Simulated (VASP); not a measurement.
# C (P6_3/mmc) in VASP: further runs

Runs on C. Level: PBE+D3(BJ). Tasks: relaxation of cell and atoms.

All numbers are computed with VASP 6.6.1; they aren't measurements. Logs are shortened: lines on timing, memory, paths and dates and some standing lists are left out, and cuts for length are marked.

### 1 The crystal as given

Symmetry: P6_3/mmc, No. 194, hexagonal system. The conventional cell has a = 2.467 Å, b = 2.467 Å, c = 7.803 Å, α = 90.00°, β = 90.00°, γ = 120.00°. Around C (site symmetry -6m2) lie 3 C at 1.42 Å. Around C (site symmetry -6m2) lie 3 C at 1.42 Å.

### 2 Relaxation of cell and atoms, PBE+D3(BJ)

INCAR reads:

```
SYSTEM = C
ALGO     = Normal         ! electronic algorithm
EDIFF    = 1E-7           ! SCF threshold, eV
EDIFFG   = -0.002         ! ionic threshold
ENCUT    = 520            ! plane-wave cutoff, eV
GGA      = PE             ! functional
IBRION   = 2              ! ionic algorithm
ISIF     = 3              ! what is computed and relaxed
ISMEAR   = 0              ! smearing method
IVDW     = 12             ! dispersion correction
LASPH    = .True.         ! aspherical terms in the spheres
LCHARG   = .False.        ! write CHGCAR
LREAL    = .False.        ! projectors in reciprocal space
LWAVE    = .False.        ! write WAVECAR
NELM     = 100            ! most SCF steps
NSW      = 80             ! ionic steps
PREC     = Accurate       ! precision mode
SIGMA    = 0.02           ! smearing width, eV
```

KPOINTS reads:

```
k-points
0
Gamma
  15 15 4
  0 0 0
```

POSCAR reads:

```
C
1.0
    2.4672912600      0.0000000000      0.0000000000
   -1.2336456300      2.1367369100      0.0000000000
    0.0000000000      0.0000000000      7.8030730000
C
4
Direct
    0.0000000000      0.0000000000      0.2500000000
    0.0000000000      0.0000000000      0.7500000000
    0.3333333300      0.6666666700      0.2500000000
    0.6666666700      0.3333333300      0.7500000000
```

Potentials or basis: VASP PAW PBE potentials, release 64 (C).

The run is started by

```bash
> cat potpaw_PBE.64/C/POTCAR > POTCAR
> mpirun -np 1 vasp_std > vasp.out
```

OUTCAR:

```text
SYSTEM = C
   EDIFF = 1E-7
   EDIFFG = -0.002
   ENCUT = 520
   GGA = PE
   IBRION = 2
   ISIF = 3
   ISMEAR = 0
   IVDW = 12
   LASPH = .True.
   LREAL = .False.
   NELM = 100
   NSW = 80
   PREC = Accurate
 IVDW          = 12

 ion  position               nearest neighbor table
   1  0.000  0.000  0.250-   3 1.42   3 1.42   3 1.42
   2  0.000  0.000  0.750-   4 1.42   4 1.42   4 1.42
   3  0.333  0.667  0.250-   1 1.42   1 1.42   1 1.42
   4  0.667  0.333  0.750-   2 1.42   2 1.42   2 1.42

  LATTYP: Found a hexagonal cell.
 ALAT       =     2.4672912600
 C/A-ratio  =     3.1626071581

  Lattice vectors:

 A1 = (   2.4672912600,   0.0000000000,   0.0000000000)
 A2 = (  -1.2336456300,   2.1367369100,   0.0000000000)
 A3 = (   0.0000000000,   0.0000000000,   7.8030730000)

Analysis of symmetry for initial positions (statically):
=====================================================================
 Subroutine PRICEL returns:
 Original cell was already a primitive cell.

 Routine SETGRP: Setting up the symmetry group for a
 hexagonal supercell.

 Subroutine GETGRP returns: Found 24 space group operations
 (whereof 12 operations were pure point group operations)
 out of a pool of 24 trial point group operations.

The static configuration has the point symmetry D_3d.
 The point group associated with its full space group is D_6h.

Analysis of symmetry for dynamics (positions and initial velocities):
=====================================================================
 Subroutine PRICEL returns:
 Original cell was already a primitive cell.

 Routine SETGRP: Setting up the symmetry group for a
 hexagonal supercell.

 Subroutine GETGRP returns: Found 24 space group operations
 (whereof 12 operations were pure point group operations)
 out of a pool of 24 trial point group operations.

The dynamic configuration has the point symmetry D_3d.
 The point group associated with its full space group is D_6h.

 Subroutine INISYM returns: Found 24 space group operations
 (whereof 12 operations are pure point group operations),
 and found     1 'primitive' translations

----------------------------------------------------------------------------------------

                                     Primitive cell

  volume of cell :      41.1374

  direct lattice vectors                    reciprocal lattice vectors
     2.467291260  0.000000000  0.000000000     0.405302777  0.234001668  0.000000000
    -1.233645630  2.136736910  0.000000000     0.000000000  0.468003335  0.000000000
     0.000000000  0.000000000  7.803073000     0.000000000  0.000000000  0.128154639

  length of vectors
     2.467291260  2.467291260  7.803073000     0.468003335  0.468003335  0.128154639

  position of ions in fractional coordinates (direct lattice)
     0.000000000  0.000000000  0.250000000
     0.000000000  0.000000000  0.750000000
     0.333333330  0.666666670  0.250000000
     0.666666670  0.333333330  0.750000000

  ion indices of the primitive-cell ions
   primitive index   ion index
                 1           1
                 2           2
                 3           3
                 4           4

----------------------------------------------------------------------------------------

 KPOINTS: k-points

Automatic generation of k-mesh.
 Grid dimensions read from file:
 generate k-points for:   15   15    4

 Generating k-lattice:

  Cartesian coordinates                     Fractional coordinates (reciprocal lattice)
     0.027020185  0.015600111  0.000000000     0.066666667  0.000000000  0.000000000
     0.000000000  0.031200222  0.000000000     0.000000000  0.066666667  0.000000000
     0.000000000  0.000000000  0.032038660     0.000000000  0.000000000  0.250000000

  Length of vectors
     0.031200222  0.031200222  0.032038660

  Shift w.r.t. Gamma in fractional coordinates (k-lattice)
     0.000000000  0.000000000  0.000000000

 Subroutine IBZKPT returns following result:
 ===========================================

 Found     81 irreducible k-points:

 Following reciprocal coordinates:
            Coordinates               Weight
  0.000000  0.000000  0.000000      1.000000
  0.066667  0.000000  0.000000      6.000000
  0.133333  0.000000  0.000000      6.000000
  0.200000  0.000000  0.000000      6.000000
  0.266667  0.000000  0.000000      6.000000
  0.333333  0.000000  0.000000      6.000000
[... 16 lines left out ...]
  0.333333  0.200000  0.000000     12.000000
  0.400000  0.200000  0.000000      6.000000
 [... further k-points ...]
   k-points           NKPTS =     81   k-points in BZ     NKDIM =     81   number of bands    NBANDS=     12
   number of dos      NEDOS =    301   number of ions     NIONS =      4
   total plane-waves  NPLWV =  19440
   dimension x,y,z NGX =    18 NGY =   18 NGZ =   60
   dimension x,y,z NGXF=    36 NGYF=   36 NGZF=  120
   ions per type =               4
   NGX,Y,Z   is equivalent  to a cutoff of  12.13, 12.13, 12.78 a.u.
   NGXF,Y,Z  is equivalent  to a cutoff of  24.26, 24.26, 25.57 a.u.
 SYSTEM =  C
   PREC   = accura    normal or accurate (medium, high low for compatibility)
   ISTART =      0    job   : 0-new  1-cont  2-samecut
   ICHARG =      2    charge: 1-file 2-atom 10-const
   ISPIN  =      1    spin polarized calculation?
   LNONCOLLINEAR =      F non collinear calculations
   LSORBIT =      F    spin-orbit coupling
   LASPH  =      T    aspherical Exc in radial PAW
   ENCUT  =  520.0 eV  38.22 Ry    6.18 a.u.   4.59  4.59 14.51*2*pi/ulx,y,z
   NELM   =    100;   NELMIN=  2; NELMDL= -5     # of ELM steps
   EDIFF  = 0.1E-06   stopping-criterion for ELM
   LREAL  =      F    real-space projection
   EDIFFG = -.2E-02   stopping-criterion for IOM
   NSW    =     80    number of steps for IOM
   IBRION =      2    ionic relax: 0-MD 1-quasi-New 2-CG
   NFREE  =      1    steps in history (QN), initial steepest desc. (CG)
   ISIF   =      3    stress and relaxation
   ISYM   =      2    0-nonsym 1-usesym 2-fastsym
   POTIM  = 0.5000    time-step for ionic-motion
   TEBEG  =    0.0;   TEEND  =   0.0 temperature during run
   PSTRESS=    0.0 pullay stress
   NELECT =      16.0000    total number of electrons
   NUPDOWN=      -1.0000    fix difference up-down
   EMIN   =  10.00;   EMAX   =-10.00  energy-range for DOS
   EFERMI =   0.00;   METHOD = LEGACY
   ISMEAR =     0;   SIGMA  =   0.02  broadening in eV -4-tet -1-fermi 0-gaus
   EFERMI_NEDOS =   21; number of points for ismear=-14 and -15
   IALGO  =     38    algorithm
   IMIX   =      4    mixing-type and parameters
     AMIX     =   0.40;   BMIX     =  1.00
     AMIX_MAG =   1.60;   BMIX_MAG =  1.00
  volume/ion in A,a.u.               =      10.28        69.40
  Fermi-wavevector in a.u.,A,eV,Ry     =   1.195003  2.258229 19.429568  1.428033
  Thomas-Fermi vector in A             =   2.330979
   LORBIT       =      0    0 simple, 1 ext, 2 COOP (PROOUT), +10 PAW based schemes
   GGA     = PE    functional components
   LHFCALC =     F    Hartree Fock is set to
   AEXX    =    0.0000 exact exchange contribution
   IVDW    =    12    specifies the selected vdW correction
   LEPSILON=     F    determine dielectric tensor
   LRPA    =     F    only Hartree local field effects (RPA)
 conjugate gradient relaxation of ions
 non-spin polarized calculation
 Gauss-broadening in eV      SIGMA  =   0.02
  energy-cutoff  :      520.00
  volume of cell :       41.14
 maximum number of plane-waves:      1128
   NGX =  9   NGY =  9   NGZ = 29

--------------------------------------- Ionic step        1  -------------------------------------------

 number of electron      15.9999994 magnetization

 Free energy of the ion-electron system (eV)
  ---------------------------------------------------
  ext. energy  EPLUGINS =         0.00000000
  ---------------------------------------------------
  free energy    TOTEN  =       -36.89665032 eV

  energy without entropy =      -36.89640115  energy(sigma->0) =      -36.89652573

------------------------ aborting loop because EDIFF is reached ----------------------------------------

 Edisp (eV)   -0.52304

 E8    (eV) :    -0.1459

  FORCE on cell =-STRESS in cart. coord.  units (eV):
  Direction    XX          YY          ZZ          XY          YZ          ZX
  --------------------------------------------------------------------------------------
  -------------------------------------------------------------------------------------
  Total      -0.04558    -0.04558    -0.49975     0.00000     0.00000     0.00000
  in kB      -1.77518    -1.77518   -19.46384     0.00000     0.00000     0.00000
  external pressure =       -7.67 kB  Pullay stress =        0.00 kB
[... 830 lines left out ...]
 k-point    24 :       0.4000    0.2000    0.0000
  band No.  band energies     occupation
      1      -9.4469      2.00000
      2      -9.3825      2.00000
      3      -8.4797      2.00000
      4      -8.4374      2.00000
      5      -4.6321      2.00000
      6      -4.5706      2.00000
      7       2.5018      2.00000
      8       2.9848      2.00000
      9       5.6086      0.00000
     10       5.7538      0.00000
     11      15.0732      0.00000
     12      15.5833      0.00000

 [... further k-points ...]

[... ionic steps 4 to 19 ...]

--------------------------------------- Ionic step       20  -------------------------------------------

 number of electron      15.9999996 magnetization

------------------------ aborting loop because EDIFF is reached ----------------------------------------

 Edisp (eV)   -0.62546

 E8    (eV) :    -0.1772
[... 73 lines left out ...]
  energy  without entropy=      -37.4733788172  energy(sigma->0) =      -37.47347802

--------------------------------------- Ionic step       22  -------------------------------------------

 number of electron      15.9999996 magnetization

 Free energy of the ion-electron system (eV)
  ---------------------------------------------------
  ext. energy  EPLUGINS =         0.00000000
  ---------------------------------------------------
  free energy    TOTEN  =       -36.84501249 eV

  energy without entropy =      -36.84481646  energy(sigma->0) =      -36.84491447

 E-fermi :   4.7024     XC(G=0): -10.3514

 val. band max:        4.7006908209   @ k =   0.3333   0.3333   0.5000
 cond. band min:       4.7029480956   @ k =   0.3333   0.3333   0.2500
 fundamental gap:      0.0022572747
 Fermi energy:         4.7024146333

 k-point     1 :       0.0000    0.0000    0.0000
  band No.  band energies     occupation
      1     -14.9384      2.00000
      2     -14.6280      2.00000
      3      -3.8165      2.00000
      4      -1.8040      2.00000
      5       1.6912      2.00000
      6       1.6912      2.00000
      7       1.7106      2.00000
      8       1.7106      2.00000
      9       9.0387      0.00000
     10      13.0227      0.00000
     11      13.0227      0.00000
     12      13.0769      0.00000
[... 380 lines left out ...]
  FREE ENERGIE OF THE ION-ELECTRON SYSTEM (eV)
  ---------------------------------------------------
  free  energy   TOTEN  =       -37.4736058061 eV

  energy  without entropy=      -37.4734097686  energy(sigma->0) =      -37.47350779

 reached required accuracy - stopping structural energy minimisation
```

It took 7.5 min on 1 thread of Intel Xeon Platinum 8488C (Sapphire Rapids), shared host; peak memory 0.19 GiB.

Results:

- Free energy: -37.4736 eV
- Relaxed volume: 8.80 Å³/atom
- Relaxed cell: a = 2.466 Å, b = 2.466 Å, c = 6.680 Å, α = 90.00°, β = 90.00°, γ = 120.00°
- Space group after relaxing (to 0.05 Å): P6_3/mmc (No. 194)
- Energy gained by relaxing: 13.5 meV/atom
- Ionic steps: 22
- Pressure after relaxing: 0.0 GPa
- Band gap on the k mesh: none (metal or under the smearing width)
- Dispersion energy per atom: -0.157 eV

The path:
```
step  energy change (eV)  largest force (eV/Å)  pressure (GPa)  volume (Å³)
   1              0.0000                0.0000           -0.77        41.14
   2             -0.0030                0.0000           -0.37        40.84
   3             -0.0109                0.0000            0.88        39.97
   4             -0.0217                0.0000            3.64        38.23
   5             -0.0132                0.0000           10.50        34.82
   6             -0.0239                0.0000            5.09        37.41
   7             -0.0243                0.0000            5.07        37.39
   8             -0.0253                0.0000            5.03        37.32
   9             -0.0272                0.0000            4.95        37.19
  10             -0.0310                0.0000            4.79        36.92
  11             -0.0379                0.0000            4.47        36.39
  12             -0.0473                0.0000            3.90        35.31
  13             -0.0373                0.0000            3.10        33.14
  14             -0.0492                0.0000            3.63        34.77
  15             -0.0493                0.0000            3.56        34.59
  16             -0.0515                0.0000            2.58        34.80
  17             -0.0538                0.0000           -0.22        35.43
  18             -0.0538                0.0000            0.14        35.34
  19             -0.0538                0.0000            0.21        35.33
  20             -0.0538                0.0000            0.20        35.31
  21             -0.0539                0.0000            0.13        35.27
  22             -0.0539                0.0000            0.02        35.18
```

Final structure:
```
C
1.0
     2.46595    0.00000    0.00000
    -1.23297    2.13557    0.00000
     0.00000    0.00000    6.68040
C
4
Direct
  0.00000 0.00000 0.25000
  0.00000 0.00000 0.75000
  0.33333 0.66667 0.25000
  0.66667 0.33333 0.75000
```

Levels at points of the mesh, in eV from the Fermi level:
| k point | band 4 | band 5 | band 6 | band 7 | band 8 | band 9 | band 10 | band 11 | band 12 |
| --- | --- | --- | --- | --- | --- | --- | --- | --- | --- |
| (0.00, 0.00, 0.00) | -6.51 | -3.01 | -3.01 | -2.99 | -2.99 | 4.34 | 8.32 | 8.32 | 8.37 |
| (0.00, 0.00, 0.50) | -7.61 | -3.00 | -3.00 | -3.00 | -3.00 | 7.01 | 7.01 | 8.35 | 8.35 |

### 3 Relaxation of cell and atoms, PBE+D3(BJ)

This run uses another cell than the first one, of 8.80 Å³/atom, 0.855 times its volume.

INCAR is that of step 2.

KPOINTS is that of step 2.

POSCAR reads:

```
C                                       
1.0
    2.4659480402     -0.0000000000      0.0000000000
   -1.2329740201      2.1355736475     -0.0000000000
   -0.0000000000      0.0000000000      6.6804018494
  C             
     4
Direct
     0.0000000000000000    0.0000000000000000    0.2500000000000000
     0.0000000000000000    0.0000000000000000    0.7500000000000000
     0.3333333300000021    0.6666666699999979    0.2500000000000000
     0.6666666699999979    0.3333333300000021    0.7500000000000000
```

Potentials or basis: VASP PAW PBE potentials, release 64 (C).

The run is started by

```bash
> cat potpaw_PBE.64/C/POTCAR > POTCAR
> mpirun -np 1 vasp_std > vasp.out
```

It took 1.9 min on 1 thread of Intel Xeon Platinum 8488C (Sapphire Rapids), shared host; peak memory 0.16 GiB.

Results (log left out):

```yaml
Free_energy: -37.4668 eV
Relaxed_volume: 8.85 Å³/atom
Relaxed_cell: a = 2.466 Å, b = 2.466 Å, c = 6.722 Å, α = 90.00°, β = 90.00°, γ = 120.00°
Space_group_after_relaxing_to_0.05_Å: P6_3/mmc (No. 194)
Energy_gained_by_relaxing: 0.0 meV/atom
Ionic_steps: 7
Pressure_after_relaxing: 0.0 GPa
Band_gap_on_the_k_mesh: none (metal or under the smearing width)
Dispersion_energy_per_atom: -0.156 eV
```

The path:
```
step  energy change (eV)  largest force (eV/Å)  pressure (GPa)  volume (Å³)
   1              0.0000                0.0000            0.20        35.18
   2              0.0000                0.0000           -0.25        35.24
   3              0.0000                0.0000           -0.01        35.21
   4              0.0000                0.0000           -0.01        35.23
   5             -0.0001                0.0000            0.00        35.31
   6             -0.0001                0.0000           -0.01        35.48
   7             -0.0001                0.0000           -0.01        35.41
```

Final structure:
```cif
data_structure
_symmetry_space_group_name_H-M 'P 1'
_symmetry_Int_Tables_number 1
_cell_length_a 2.4664
_cell_length_b 2.4664
_cell_length_c 6.7219
_cell_angle_alpha 90.000
_cell_angle_beta 90.000
_cell_angle_gamma 120.000
_cell_volume 35.41
loop_
_atom_site_label
_atom_site_type_symbol
_atom_site_fract_x
_atom_site_fract_y
_atom_site_fract_z
_atom_site_occupancy
C1 C 0.00000 0.00000 0.25000 1
C2 C 0.00000 0.00000 0.75000 1
C3 C 0.33333 0.66667 0.25000 1
C4 C 0.66667 0.33333 0.75000 1
```

Levels at points of the mesh, in eV from the Fermi level:
```tsv
k point	band 4	band 5	band 6	band 7	band 8	band 9	band 10	band 11	band 12
(0.00, 0.00, 0.00)	-6.54	-3.01	-3.01	-2.99	-2.99	4.28	8.32	8.32	8.37
(0.00, 0.00, 0.50)	-7.61	-3.00	-3.00	-3.00	-3.00	6.91	6.91	8.34	8.34
```
